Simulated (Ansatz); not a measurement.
Input and command of a plane-wave DFT calculation in Ansatz:

```yaml
crystal:
  lattice:
    - [4.7497138008, -0.0199849207, 0.0276196576]
    - [-0.0199859263, 4.7390601534, 0.0186209611]
    - [0.0185726709, 0.0125209221, 3.2724701452]
  atoms:
    - { symbol: Sn, position: [0.5777442326, 0.5650102155, 0.4779228324] }
    - { symbol: Sn, position: [0.0185138776, 0.0016498456, 0.0846160773] }
    - { symbol: O, position: [0.2507406729, 0.3953617665, -0.0027553808] }
    - { symbol: O, position: [0.7544389227, 0.0551405953, 0.4507515801] }
    - { symbol: O, position: [0.2108294496, 0.7741154909, 0.5803321599] }
    - { symbol: O, position: [0.6877328447, 0.7087220862, -0.0908672689] }
basis:
  ecutwfc: 500
kpoints:
  mp_grid: { grid: [6, 6, 8] }
hamiltonian:
  xc: r2scan
scf:
  occupations: { method: gaussian, width: 0.05 }
output:
  forces: true
  stress: true
  eigenvalues: true
relax:
  adjacent_minimum: "off"
  f_tol: 0.01
  max_steps: 80
  cell: { stress_tol: 0.1 }
```

```bash
ansatz run input.yaml --threads 2 --pin off --max-ram 5120MiB --backend cpu --events-out ev --progress --plain --runs-dir out
```

Processor: Arm Neoverse V2, 2 threads, on a host shared with other jobs.

Task: Estimate time, memory and problem size.

Result: About 4.6 min on 2 threads of Arm Neoverse V2 (shared host), peak memory 0.69 GiB. It solves 32 bands at 148 k points (the mesh reduced by symmetry) with about 1867 plane waves (on the last cell), in 53 SCF iterations over 7 ionic steps.
